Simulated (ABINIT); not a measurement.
Wanted: the native input for an ABINIT 10.8.3 (patched build) run.

| Property | Result |
| --- | --- |
| Task | equation of state |
| Functional | revPBE |
| Dispersion | D3(BJ) |
| Potentials or basis | JTH PAW PBE v2.0 |
| Cutoff | 544 eV |
| k mesh | 10 × 10 × 10 |
| Occupations | fermi-dirac, width 0.05 eV |
| Spin | no spin polarisation |
| Fine-grid cutoff | 1088.46 eV |
| Exchange and correlation inside the PAW spheres | full angular mesh (pawxcdev 0, this build's default; the released program takes 1) |

The system is ZrC.

```
Zr C
1.0
     0.00000    2.36500    2.36500
     2.36500    0.00000    2.36500
     2.36500    2.36500    0.00000
Zr C
1 1
Direct
  0.50000 0.50000 0.50000
  0.00000 0.00000 0.00000
```

These files were run (other wordings do the same):

run.abi

```
ndtset 7
getwfk -1
scalecart1 3*0.9795861087
scalecart2 3*0.9864848297
scalecart3 3*0.9932883884
scalecart4 3*1.0000000000
scalecart5 3*1.0066227096
scalecart6 3*1.0131594038
scalecart7 3*1.0196128224

pp_dirpath "./"
pseudos "Zr.GGA_PBE-JTH.xml, C.GGA_PBE-JTH.xml"

acell 3*1.0 Angstrom
rprim
     0.0000000000     2.3650000000     2.3650000000
     2.3650000000     0.0000000000     2.3650000000
     2.3650000000     2.3650000000     0.0000000000
ntypat 2
znucl 40 6
natom 2
typat 1 2
xred
     0.5000000000     0.5000000000     0.5000000000
     0.0000000000     0.0000000000     0.0000000000

ecut 20.0
pawecutdg 40.0

kptopt 1
ngkpt 10 10 10
nshiftk 1
shiftk 0.0 0.0 0.0

ixc 14
vdw_xc 7

nband 12
occopt 3
tsmear 0.05 eV

nstep 100
tolvrs 1.0e-9

iomode 3
prtwf 1
prtden 0
prteig 0
prtebands 0
enunit 2
```

Potentials or basis: JTH PAW PBE v2.0.

Launch:

```sh
$ abinit run.abi > log 2>&1
```

Results of the run:

```json
{
 "Equilibrium volume": "12.63 Å³/atom",
 "Bulk modulus": "237 GPa",
 "Pressure derivative of the bulk modulus": "4.3"
}
```

Caveat: pressures at fixed basis lie under the slope of the energies; the PAW data sets were made with another functional, which shifts forces and pressure a little.

It took 72 s on 1 thread of Arm Neoverse V2 (shared host), peak memory 0.15 GiB.
